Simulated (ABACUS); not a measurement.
**Pb: single point with PBE**

The system is Pb.

```
CELL_PARAMETERS angstrom
0.00000 2.47502 2.47502
2.47502 0.00000 2.47502
2.47502 2.47502 0.00000
ATOMIC_POSITIONS crystal
Pb 0.00000 0.00000 0.00000
```

| Quantity | Value |
| --- | --- |
| Program | ABACUS 3.10.1 |
| Task | single point |
| Functional | PBE |
| Potentials or basis | PseudoDojo NC SR 0.4.1 PBE standard |
| Cutoff | 1361 eV |
| Density cutoff | 5442 eV |
| Basis | TZDP LCAO (the cutoffs set its grid) |
| k mesh | 9 × 9 × 9 |
| Occupations | fermi-dirac, width 0.05 eV |
| Spin | no spin polarisation |

* Pressure: 2.6 GPa
* Band gap on the k mesh: none (metal or under the smearing width)

Levels at points of the mesh, in eV from the Fermi level:
```csv
k point,band 3,band 4,band 5,band 6,band 7,band 8,band 9,band 10,band 11
"(0.00, 0.00, 0.00)",-16.97,-16.83,-16.83,-11.63,7.71,7.71,7.71,12.11,12.66
```

It took 5.3 s on 4 MPI ranks on AMD EPYC 7B13 (Zen 3), with other jobs on the host, peak memory 0.4 GiB a rank.

Caveat: the atomic orbitals were generated for these runs and aren't a published set; the basis of atomic orbitals isn't converged, which shifts pressures, moduli and gaps. Spin-orbit coupling is left out, which matters for the levels of Pb.
